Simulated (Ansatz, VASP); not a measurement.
## Zr in VASP and in Ansatz

INCAR

```
SYSTEM = Zr
PREC = Accurate
ENCUT = 520
EDIFF = 1E-7
ISMEAR = -1
SIGMA = 0.1
LREAL = .FALSE.
LASPH = .TRUE.
NELM = 100
ALGO = Fast
ISIF = 2
LWAVE = .FALSE.
LCHARG = .TRUE.
GGA = RP
LELF = .TRUE.
LVHAR = .TRUE.
NBANDS = 12
```

The input KPOINTS:

```
regular mesh
0
G
  12 12 12
  0 0 0
```

Contents of POSCAR:

```
Zr
1.0
    3.0183330877      0.0000000000      0.0000000000
    0.0000000000      3.0183330877      0.0000000000
    0.0000000000      0.0000000000      3.0183330877
Zr
1
Direct
    0.0000000000      0.0000000000      0.0000000000
```

Input for Ansatz:

```yaml
crystal:
  lattice:
    - [3.0183330877, 0.0, 0.0]
    - [0.0, 3.0183330877, 0.0]
    - [0.0, 0.0, 3.0183330877]
  atoms:
    - { symbol: Zr, position: [0.0, 0.0, 0.0] }
hamiltonian:
  xc: rpbe
  pseudopotentials:
    kind: paw
    azcp:
      Zr: "pseudopotentials/Zr.paw.azcp"
basis:
  ecutwfc: 420
  fft_grid_basis: typed
kpoints:
  mp_grid: { grid: [12, 12, 12], shift: [0, 0, 0] }
magnetization:
  spin_polarized: false
scf:
  occupations: { method: fermi_dirac, width: 0.1 }
  lower_state_search: "off"
output:
  stress: true
```

Alike in both runs: task single point; functional RPBE; k mesh 12 × 12 × 12; occupations fermi-dirac, width 0.1 eV; no spin polarisation.

```csv
,VASP,Ansatz
version,VASP 6.6.1,Ansatz 0.2.0
potentials or method,"VASP PAW PBE potentials, release 64 (Zr_sv)","plane waves (420 eV) with PAW, scalar-relativistic"
plane-wave cutoff (eV),520,420
valence electrons in the cell,12,12
```

|  | VASP | Ansatz | Ansatz less VASP |
| --- | --- | --- | --- |
| pressure (GPa) | -3.9 | -3.9 | 0.00 |

Caveats: the PAW data sets were made with another functional, which shifts forces and pressure a little (VASP).
